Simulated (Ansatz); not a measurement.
MoS2, DFT, PBEsol, all-electron PAW with datasets made for the crystal, scalar-relativistic (Ansatz 0.2.0), run on 1 thread of Arm Neoverse V2 on a shared host.

The geometry is COD entry 9007661, unchecked; take it as a test cell. The listed cell was then made from it by scaling, straining or moving an atom.

Command: `ansatz run input.yaml --threads 1 --pin off --max-ram 6144MiB --backend cpu --events-out ev --progress --plain --runs-dir out`

```yaml
crystal:
  lattice:
    - [1.5815003568, 0.9130796567, 6.0008634]
    - [-1.5815003568, 0.9130796567, 6.0008634]
    - [0.0, -1.8261593134, 6.0008634]
  atoms:
    - { symbol: Mo, position: [0.0, 0.0, 0.0] }
    - { symbol: S, position: [0.7484, 0.7484, 0.7484] }
    - { symbol: S, position: [0.5849, 0.5849, 0.5849] }
kpoints:
  mp_grid: { grid: [13, 13, 13] }
scf:
  occupations: { method: fermi_dirac, width: 0.05 }
hamiltonian:
  xc: pbesol
  pseudopotentials: { kind: all_electron, datasets: crystal }
output:
  forces: true
  stress: true
  eigenvalues: true
  efg: { contact_densities: true }
```

(1) How large is the problem that the program sets up?

(2) Estimate the wall time and the peak memory.

(3) And the same cell and mesh by PAW (frozen-core files), asked for forces, stress, eigenvalues, efg, on the same hardware?

## Answers

(1) 231 irreducible k-points, 611 plane waves at Γ, 19 bands.

(2) 76 s of wall time for 11 SCF iterations, with a peak of 1.3 GiB. Times on shared machines scatter by tens of per cent.

(3) 18 s, peak memory 0.52 GiB.
